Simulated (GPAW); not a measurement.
Write an ASE script for GPAW 26.7.0 that does the following.

| Property | Result |
| --- | --- |
| Task | relaxation of cell and atoms |
| Functional | PBEsol |
| Dispersion | D3 |
| Potentials or basis | PAW data sets generated in the run's folder for this functional |
| Cutoff | 600 eV |
| Basis | pw |
| k mesh | 12 × 12 × 12 |
| Occupations | fermi-dirac, width 0.05 eV |
| Spin | no spin polarisation |
| Maxiter | 150 |
| Optimizer | BFGS |
| Fmax | 0.02 eV/Å |
| Max steps | 60 |
| Convergence | density=1e-05 forces=0.0001 |

Crystal: Pt.

```
CELL_PARAMETERS angstrom
0.00000 1.96090 1.96090
1.96090 0.00000 1.96090
1.96090 1.96090 0.00000
ATOMIC_POSITIONS crystal
Pt 0.00000 0.00000 0.00000
```

The input as run:

run.py

```python
from ase import Atoms
from ase.calculators.mixing import SumCalculator
from ase.filters import FrechetCellFilter
from ase.io import write
from ase.optimize import BFGS
from dftd3.ase import DFTD3
from gpaw import GPAW, PW, setup_paths

setup_paths.insert(0, '.')

atoms = Atoms(['Pt'],
              cell=[[0.0, 1.9609, 1.9609],
                    [1.9609, 0.0, 1.9609],
                    [1.9609, 1.9609, 0.0]],
              scaled_positions=[[0.0, 0.0, 0.0]],
              pbc=True)

calc = GPAW(mode=PW(600),
            xc='PBEsol',
            kpts={'size': (12, 12, 12), 'gamma': True},
            occupations={'name': 'fermi-dirac', 'width': 0.05},
            nbands=17,
            convergence={'density': 1e-05, 'forces': 0.0001},
            maxiter=150,
            txt='gpaw.txt')
atoms.calc = SumCalculator([calc, DFTD3(method='pbesol', damping='d3zero')])
opt = BFGS(FrechetCellFilter(atoms), trajectory='relax.traj', logfile='-')
done = opt.run(fmax=0.02, steps=60)
calc.write('gs.gpw')
write('result.traj', atoms)
print('Converged:', done)
print('Cell:', atoms.cell.cellpar().round(4))
print('Volume:', round(atoms.get_volume(), 4))
print(atoms.get_scaled_positions().round(5))
```

Potentials or basis: PAW data sets generated in the run's folder for this functional, pw.

Run with:

```bash
$ gpaw-setup -f PBEsol Pt
$ OMP_NUM_THREADS=1 python run.py
```

It gave:

```
Relaxed volume                         : 14.62 Å³/atom
Relaxed cell                           : a = 2.744 Å, b = 2.744 Å, c = 2.744 Å, α = 60.00°, β = 60.00°, γ = 60.00°
Space group after relaxing (to 0.05 Å) : Fm-3m (No. 225)
Energy gained by relaxing              : 13.4 meV/atom
Ionic steps                            : 3
Pressure after relaxing                : -0.1 GPa
Band gap on the k mesh                 : none (metal or under the smearing width)
Dispersion energy per atom             : -0.645 eV
```

Caveat: later steps reuse the first step's grids; pairwise dispersion overbinds metals, which lowers pressure and volume.

Run time: 33 s on 1 thread of Arm Neoverse V1 (shared host), peak memory 0.16 GiB.
